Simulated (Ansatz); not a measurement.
# HfO2: the cost of one run

Computed with Ansatz 0.2.0 (DFT PBE, scalar-relativistic, plane waves, PAW, unless a step's input says otherwise).

3 further runs of the same task are left out: 3 set aside as unsound or not needed.

### Step 1. The system as given

It takes space group Fm-3m (No. 225, cubic). Conventional cell: a = 5.098 Å, b = 5.098 Å, c = 5.098 Å, α = 90.00°, β = 90.00°, γ = 90.00°. Around Hf (site symmetry m-3m) lie 8 O at 2.21 Å. Around O (site symmetry -43m) lie 4 Hf at 2.21 Å.

Structure file:

```cif
data_structure
_symmetry_space_group_name_H-M 'P 1'
_symmetry_Int_Tables_number 1
_cell_length_a 3.6047
_cell_length_b 3.6047
_cell_length_c 3.6047
_cell_angle_alpha 60.000
_cell_angle_beta 60.000
_cell_angle_gamma 60.000
_cell_volume 33.12
loop_
_atom_site_label
_atom_site_type_symbol
_atom_site_fract_x
_atom_site_fract_y
_atom_site_fract_z
_atom_site_occupancy
Hf1 Hf 0.00000 0.00000 0.00000 1
O1 O 0.25000 0.25000 0.25000 1
O2 O 0.75000 0.75000 0.75000 1
```

This cell was relaxed beforehand with the same method: volume 11.04 Å³/atom, gap on the mesh 3.75 eV.

### Step 2. Plan of the line

The energy is mapped over two homogeneous strains (x along [1 0 0], y along [0 1 0], z along [0 0 1] of the conventional cell).

First coordinate, normal strain along x: 7 values from −4.00 %. Second coordinate, normal strain along y: 7 values from −4.00 %.

Nothing else is relaxed (symmetry fixes all fractional coordinates). Energies count from the relaxed crystal. Points are written as (first, second).

### Step 3. Grid point (−4.00 %, −4.00 %)

Contents of input.yaml:

```yaml
crystal:
  lattice:
    - [0.0, 2.4469626787, 2.548919457]
    - [2.4469626787, 0.0, 2.548919457]
    - [2.4469626787, 2.4469626787, 0.0]
  atoms:
    - { symbol: Hf, position: [0.0, 0.0, 0.0] }
    - { symbol: O, position: [0.25, 0.25, 0.25] }
    - { symbol: O, position: [0.75, 0.75, 0.75] }
basis:
  ecutwfc: 520.0
kpoints:
  mp_grid: { grid: [8, 8, 8] }
hamiltonian:
  xc: pbe
  pseudopotentials: { kind: paw, azcp: { folder: soft_1 } }
scf:
  occupations: { method: gaussian, width: 0.05 }
output:
  forces: true
  stress: true
  eigenvalues: true
  write_density: true
  write_potential: true
  elf: true
  volumetric_format: npy
```

On the command line:

```bash
$ ansatz run input.yaml --threads 1 --pin off --max-ram 2048MiB --backend cpu --events-out ev --progress --plain --runs-dir out
```

Q: Estimate wall time and peak memory on 1 thread of Arm Neoverse N1, shared host.

About 8.3 s, with a peak of 0.34 GiB.
